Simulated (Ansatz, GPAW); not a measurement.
One calculation of CaO, 3 ways

```
CELL_PARAMETERS angstrom
0.00000 2.40356 2.40356
2.40356 0.00000 2.40356
2.40356 2.40356 0.00000
ATOMIC_POSITIONS crystal
Ca 0.00000 0.00000 0.00000
O 0.50000 0.50000 0.50000
```

The cell is a database's computed one, not the measured one.

Alike in all runs: task single point; functional PBE; k mesh 10 × 10 × 10; occupations gaussian, width 0.023 eV; no spin polarisation; no spin-orbit coupling. Pressure is positive in compression and, in plane waves, holds the error of the finite cutoff, which Ansatz's Pulay term estimates and takes out.

```tsv
program and potentials	plane-wave cutoff (eV)	notes	band gap (eV)	pressure (GPa)
Ansatz, Ansatz PAW	420	Pulay term of +0.41 GPa included	3.66	1.61
GPAW, GPAW PAW data sets (gpaw-data 1.2.1)	800	-	3.69	2.16
Ansatz, all-electron LAPW, scalar-relativistic	-	-	?	?
```

**Question.** Estimate from the other rows what the run with Ansatz, all-electron LAPW, scalar-relativistic gave.

**Answer.** Band gap 3.65 eV; pressure 1.60 GPa. The other rows, which needn't bracket it: band gap 3.66 to 3.69; pressure 1.61 to 2.16.
